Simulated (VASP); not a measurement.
# CO2 (P4_2/mnm) in VASP: further runs, part 3 of 3

VASP 6.6.1.

### 4 Single point, r2SCAN

INCAR reads:

```
PREC = Accurate
ENCUT = 460
EDIFF = 1E-6
ISMEAR = 0
SIGMA = 0.05
LREAL = False
LASPH = True
NELM = 100
ALGO = Normal
ISIF = 2
LWAVE = False
LCHARG = False
METAGGA = R2SCAN
LMIXTAU = True
ADDGRID = False
```

KPOINTS reads:

```
regular mesh
0
Gamma
  3 3 2
```

POSCAR reads:

```
CO2
1.0
    4.2272127900      0.0000000000      0.0000000000
    0.0000000000      4.2272127900      0.0000000000
    0.0000000000      0.0000000000      4.6877715900
O C
4 2
Direct
    0.7998550000      0.8106260000     -0.0015650000
    0.2049920000      0.2030910000     -0.0012650000
    0.6721320000      0.3073690000      0.5000860000
    0.3101930000      0.6757250000      0.4907480000
   -0.0081430000      0.0098620000     -0.0042660000
    0.4753520000      0.5019460000      0.5043420000
```

Potentials or basis: VASP PAW PBE potentials, release 64 (O, C).

Started as:

```sh
> cat potpaw_PBE.64/O/POTCAR potpaw_PBE.64/C/POTCAR > POTCAR
> mpirun -np 1 vasp_std > vasp.out
```

OUTCAR:

```text
PREC = Accurate
   ENCUT = 460
   EDIFF = 1E-6
   ISMEAR = 0
   LREAL = False
   LASPH = True
   NELM = 100
   ISIF = 2
   METAGGA = R2SCAN

 Found     10 irreducible k-points:

 Following reciprocal coordinates:
            Coordinates               Weight
  0.000000  0.000000  0.000000      1.000000
  0.333333  0.000000  0.000000      2.000000
  0.000000  0.333333  0.000000      2.000000
  0.333333  0.333333  0.000000      2.000000
 -0.333333  0.333333  0.000000      2.000000
  0.000000  0.000000  0.500000      1.000000
   k-points           NKPTS =     10   k-points in BZ     NKDIM =     10   number of bands    NBANDS=     20
   number of dos      NEDOS =    301   number of ions     NIONS =      6
   total plane-waves  NPLWV =  32400
   dimension x,y,z NGX =    30 NGY =   30 NGZ =   36
   dimension x,y,z NGXF=    60 NGYF=   60 NGZF=   72
   ions per type =               4   2
   NGX,Y,Z   is equivalent  to a cutoff of  11.80, 11.80, 12.77 a.u.
   NGXF,Y,Z  is equivalent  to a cutoff of  23.60, 23.60, 25.53 a.u.
 SYSTEM =  unknown system
   PREC   = accura    normal or accurate (medium, high low for compatibility)
   ISTART =      0    job   : 0-new  1-cont  2-samecut
   ICHARG =      2    charge: 1-file 2-atom 10-const
   ISPIN  =      1    spin polarized calculation?
   LNONCOLLINEAR =      F non collinear calculations
   LSORBIT =      F    spin-orbit coupling
   LASPH  =      T    aspherical Exc in radial PAW
   ENCUT  =  460.0 eV  33.81 Ry    5.81 a.u.   7.39  7.39  8.20*2*pi/ulx,y,z
   NELM   =    100;   NELMIN=  2; NELMDL= -5     # of ELM steps
   EDIFF  = 0.1E-05   stopping-criterion for ELM
   LREAL  =      F    real-space projection
   EDIFFG = 0.1E-04   stopping-criterion for IOM
   NSW    =      0    number of steps for IOM
   IBRION =     -1    ionic relax: 0-MD 1-quasi-New 2-CG
   NFREE  =      0    steps in history (QN), initial steepest desc. (CG)
   ISIF   =      2    stress and relaxation
   ISYM   =      2    0-nonsym 1-usesym 2-fastsym
   POTIM  = 0.5000    time-step for ionic-motion
   TEBEG  =    0.0;   TEEND  =   0.0 temperature during run
   PSTRESS=    0.0 pullay stress
   NELECT =      32.0000    total number of electrons
   NUPDOWN=      -1.0000    fix difference up-down
   EMIN   =  10.00;   EMAX   =-10.00  energy-range for DOS
   EFERMI =   0.00;   METHOD = LEGACY
   ISMEAR =     0;   SIGMA  =   0.05  broadening in eV -4-tet -1-fermi 0-gaus
   EFERMI_NEDOS =   21; number of points for ismear=-14 and -15
   IALGO  =     38    algorithm
   IMIX   =      4    mixing-type and parameters
     AMIX     =   0.40;   BMIX     =  1.00
     AMIX_MAG =   1.60;   BMIX_MAG =  1.00
  volume/ion in A,a.u.               =      13.96        94.21
  Fermi-wavevector in a.u.,A,eV,Ry     =   1.187864  2.244737 19.198094  1.411020
  Thomas-Fermi vector in A             =   2.324006
   LORBIT       =      0    0 simple, 1 ext, 2 COOP (PROOUT), +10 PAW based schemes
   METAGGA = R2SCAN    functional components
   LHFCALC =     F    Hartree Fock is set to
   AEXX    =    0.0000 exact exchange contribution
   IVDW    =     0    specifies the selected vdW correction
   LEPSILON=     F    determine dielectric tensor
   LRPA    =     F    only Hartree local field effects (RPA)
 non-spin polarized calculation
 Gauss-broadening in eV      SIGMA  =   0.05
  energy-cutoff  :      460.00
  volume of cell :       83.77
 maximum number of plane-waves:      1905
 NGX is ok and might be reduce to    30
   NGX = 15   NGY = 15   NGZ = 17

 number of electron      31.9999991 magnetization

 Free energy of the ion-electron system (eV)
  ---------------------------------------------------
  ext. energy  EPLUGINS =         0.00000000
  ---------------------------------------------------
  free energy    TOTEN  =       -49.67563935 eV

  energy without entropy =      -49.67563935  energy(sigma->0) =      -49.67563935

 E-fermi :  -3.3565     XC(G=0):  -8.5227

 val. band max:       -3.6111923654   @ k =  -0.3333   0.3333   0.5000
 cond. band min:       3.5462501940   @ k =   0.0000   0.0000   0.0000
 fundamental gap:      7.1574425594
 Fermi energy:        -3.3565238364

 k-point     1 :       0.0000    0.0000    0.0000
  band No.  band energies     occupation
      1     -27.6936      2.00000
      2     -25.3629      2.00000
      3     -24.1498      2.00000
      4     -23.8854      2.00000
      5      -9.5742      2.00000
      6      -9.2347      2.00000
[... 12 lines left out ...]
     19       4.5857      0.00000
     20       6.4829      0.00000

 k-point     2 :       0.3333    0.0000    0.0000
  band No.  band energies     occupation
      1     -27.6845      2.00000
      2     -25.3346      2.00000
      3     -24.1578      2.00000
      4     -23.9125      2.00000
      5      -9.5477      2.00000
      6      -9.1116      2.00000
[... 12 lines left out ...]
     19       5.0213      0.00000
     20       6.5909      0.00000

 k-point     3 :       0.0000    0.3333    0.0000
  band No.  band energies     occupation
      1     -27.6843      2.00000
      2     -25.3361      2.00000
      3     -24.1706      2.00000
      4     -23.8972      2.00000
      5      -9.5590      2.00000
      6      -9.1093      2.00000
[... 12 lines left out ...]
     19       5.0417      0.00000
     20       6.5430      0.00000

 k-point     4 :       0.3333    0.3333    0.0000
  band No.  band energies     occupation
      1     -27.6774      2.00000
      2     -25.3087      2.00000
      3     -24.1708      2.00000
      4     -23.9303      2.00000
      5      -9.5752      2.00000
      6      -9.1833      2.00000
[... 12 lines left out ...]
     19       5.9898      0.00000
     20       6.3614      0.00000

 k-point     5 :      -0.3333    0.3333    0.0000
  band No.  band energies     occupation
      1     -27.6774      2.00000
      2     -25.3106      2.00000
      3     -24.1614      2.00000
      4     -23.9375      2.00000
      5      -9.5610      2.00000
      6      -9.1798      2.00000
[... 12 lines left out ...]
     19       5.6296      0.00000
     20       6.8166      0.00000

 k-point     6 :       0.0000    0.0000    0.5000
  band No.  band energies     occupation
      1     -27.6889      2.00000
      2     -25.3601      2.00000
      3     -24.1497      2.00000
      4     -23.8907      2.00000
      5      -9.8045      2.00000
      6      -9.2361      2.00000
[... 12 lines left out ...]
     19       5.2011      0.00000
     20       6.1735      0.00000

 [... further k-points ...]
[... 5 lines left out ...]
  --------------------------------------------------------------------------------------
  -------------------------------------------------------------------------------------
  Total        9.9992381     11.7572553     -0.3871548    -16.8861600     -1.2046077      1.0942729
  in kB      191.2506103    224.8753582     -7.4049230   -322.9734477    -23.0399512     20.9296308
  external PRESSURE =     136.2403485 kB  Pullay stress =       0.0000000 kB

 VOLUME and BASIS-vectors are now :
 -----------------------------------------------------------------------------
  energy-cutoff  :      460.00
  volume of cell :       83.77
      direct lattice vectors                 reciprocal lattice vectors
     4.227212790  0.000000000  0.000000000     0.236562494  0.000000000  0.000000000
     0.000000000  4.227212790  0.000000000     0.000000000  0.236562494  0.000000000
     0.000000000  0.000000000  4.687771590     0.000000000  0.000000000  0.213320974

 POSITION                                       TOTAL-FORCE (eV/Angst)
 -----------------------------------------------------------------------------------
      3.38116      3.42669      4.68044         0.329012      0.583949     -0.085554
      0.86654      0.85851      4.68184        -3.186377     -2.580212     -0.125483
      2.84124      1.29931      2.34429         0.841228     -0.959450      0.348475
      1.31125      2.85643      2.30051       -18.253010     18.962544     -1.194461
      4.19279      0.04169      4.66777         2.758449      2.026142      0.202368
      2.00941      2.12183      2.36424        17.510698    -18.032972      0.854655
 -----------------------------------------------------------------------------------
    total drift:                               -0.000914      0.000547      0.000020

  FREE ENERGIE OF THE ION-ELECTRON SYSTEM (eV)
  ---------------------------------------------------
  free  energy   TOTEN  =       -49.6756393505 eV

  energy  without entropy=      -49.6756393505  energy(sigma->0) =      -49.67563935
```

OSZICAR:

```text
N       E                     dE             d eps       ncg     rms          rms(c)
DAV:   1     0.177764114268E+03    0.17776E+03   -0.16388E+04   400   0.135E+03
DAV:   2    -0.526226892873E+02   -0.23039E+03   -0.22261E+03   564   0.318E+02
DAV:   3    -0.639159221928E+02   -0.11293E+02   -0.11251E+02   472   0.797E+01
[... 14 lines left out ...]
DAV:  18    -0.496755811195E+02   -0.32708E-04   -0.21896E-05   464   0.478E-02    0.552E-03
DAV:  19    -0.496756183097E+02   -0.37190E-04   -0.13946E-05   456   0.432E-02    0.950E-04
DAV:  20    -0.496756382484E+02   -0.19939E-04   -0.39484E-06   448   0.222E-02    0.459E-04
DAV:  21    -0.496756393744E+02   -0.11260E-05   -0.21438E-07   316   0.514E-03    0.497E-04
DAV:  22    -0.496756393505E+02    0.23844E-07   -0.16784E-07   288   0.475E-03
   1 F= -.49675639E+02 E0= -.49675639E+02  d E =-.169636E-13
```

stdout:

```text
POSCAR found type information on POSCAR O C
 POSCAR found :  2 types and       6 ions
 scaLAPACK will be used
 -----------------------------------------------------------------------------
|                                                                             |
|                                                                             |
|     You enforced a specific xc type in the INCAR file but a different       |
|     I HOPE YOU KNOW WHAT YOU ARE DOING!                                     |
|                                                                             |
 -----------------------------------------------------------------------------

 LDA part: xc-table for (None), standard interpolation
 POSCAR, INCAR and KPOINTS ok, starting setup
 FFT: planning ... GRIDC
 FFT: planning ... GRID_SOFT
 FFT: planning ... GRID
 WAVECAR not read
 entering main loop
```

Wall time 40 s (1 thread of Intel Xeon 6975P-C (Granite Rapids), shared host); peak memory 0.17 GiB.

The run converged, but some of its settings lie outside the range that counts as converged, so its numbers aren't taken as properties of the crystal.

What came out:

```
Free energy            : -49.6756 eV
Pressure               : 13.6 GPa
Largest force          : 26.347 eV/Å
Band gap on the k mesh : 7.16 eV, indirect (least direct gap 7.43 eV)
```

Caveat: the k mesh is coarse (spacing up to 0.67 Å⁻¹), so the values aren't converged; the cutoff is under 1.25 times the usual one of these potentials, so pressure, stress and relaxed cells hold a basis-set (Pulay) error; the standard files for N, O and F lose accuracy on very short bonds; the PAW data sets were made with another functional, which shifts forces and pressure a little; an odd mesh through Γ misses points on the zone boundary, where band edges often lie.

### 5 Single point, r2SCAN

Changes to INCAR since step 4:

```diff
@@ -1,3 +1,3 @@
 PREC = Accurate
-ENCUT = 460
+ENCUT = 520
 EDIFF = 1E-6
```

KPOINTS is that of step 4.

POSCAR reads:

```
CO2
1.0
    4.2272127900      0.0000000000      0.0000000000
    0.0000000000      4.2272127900      0.0000000000
    0.0000000000      0.0000000000      4.6877715900
O C
4 2
Direct
    0.8048268600      0.8048268600      0.0000000000
    0.1951731400      0.1951731400      0.0000000000
    0.6951731400      0.3048268600      0.5000000000
    0.3048268600      0.6951731400      0.5000000000
    0.0000000000      0.0000000000      0.0000000000
    0.5000000000      0.5000000000      0.5000000000
```

Started as:

```sh
> cat potpaw_PBE.64/O/POTCAR potpaw_PBE.64/C/POTCAR > POTCAR
> mpirun -np 1 vasp_std > vasp.out
```

Run time: 26 s. Hardware: 1 thread of Intel Xeon 6975P-C (Granite Rapids), shared host; peak memory 0.18 GiB.

The run converged, but some of its settings lie outside the range that counts as converged, so its numbers aren't taken as properties of the crystal.

What came out:

```
Free energy            : -51.4766 eV
Pressure               : 0.2 GPa
Largest force          : 0.041 eV/Å
Band gap on the k mesh : 7.30 eV, indirect (least direct gap 7.64 eV)
```

Caveat: the k mesh is coarse (spacing up to 0.67 Å⁻¹), so the values aren't converged; the standard files for N, O and F lose accuracy on very short bonds; the PAW data sets were made with another functional, which shifts forces and pressure a little; an odd mesh through Γ misses points on the zone boundary, where band edges often lie.

### 6 Single point, r2SCAN

INCAR is that of step 5.

KPOINTS is that of step 5.

POSCAR reads:

```
CO2
1.0
    4.2272127900      0.0000000000      0.0000000000
    0.0000000000      4.2272127900      0.0000000000
    0.0000000000      0.0000000000      4.6877715900
O C
4 2
Direct
    0.7998550000      0.8106260000     -0.0015650000
    0.2049920000      0.2030910000     -0.0012650000
    0.6721320000      0.3073690000      0.5000860000
    0.3101930000      0.6757250000      0.4907480000
   -0.0081430000      0.0098620000     -0.0042660000
    0.4753520000      0.5019460000      0.5043420000
```

Potentials or basis: VASP PAW PBE potentials, release 64 (O, C).

Started as:

```sh
> cat potpaw_PBE.64/O/POTCAR potpaw_PBE.64/C/POTCAR > POTCAR
> mpirun -np 1 vasp_std > vasp.out
```

Run time: 34 s. Hardware: 1 thread of Intel Xeon 6975P-C (Granite Rapids), shared host; peak memory 0.19 GiB.

These settings aren't checked as converged: the numbers below hold their error.

Results:

```
Free energy            : -49.6696 eV
Pressure               : 14.2 GPa
Largest force          : 26.314 eV/Å
Band gap on the k mesh : 7.16 eV, indirect (least direct gap 7.43 eV)
```

Caveat: the k mesh is coarse (spacing up to 0.67 Å⁻¹), so the values aren't converged; the standard files for N, O and F lose accuracy on very short bonds; the PAW data sets were made with another functional, which shifts forces and pressure a little; an odd mesh through Γ misses points on the zone boundary, where band edges often lie.
